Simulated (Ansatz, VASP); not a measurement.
## Ca in VASP and in Ansatz

```xyz
1
Lattice="0.0000 2.8361 2.8361 2.8361 0.0000 2.8361 2.8361 2.8361 0.0000" Properties=species:S:1:pos:R:3 pbc="T T T"
Ca    0.0000    0.0000    0.0000
```

Change from the starting cell: strain +0.015 along x and y, +0.015 along z, atoms carried along.

Alike in both runs: task single point; functional PBE; k mesh 14 × 14 × 14; occupations gaussian, width 0.15 eV; no spin polarisation.

|  | VASP | Ansatz |
| --- | --- | --- |
| version | VASP 6.6.1 | Ansatz 0.2.0 |
| potentials or method | VASP PAW PBE potentials, release 64 (Ca_sv) | scalar-relativistic, plane waves, PAW |
| plane-wave cutoff (eV) | 520 | 420 |
| valence electrons in the cell | 10 | 10 |

```csv
,VASP,Ansatz,Ansatz less VASP
gap on the k mesh at the Fermi level (eV),none,none,-
pressure (GPa),-1.2,-1.2,0.00
```

A gap of «none» marks a metal or a gap that the smearing closes. With one functional, cell and mesh, what is left measures potentials, basis and numerics.
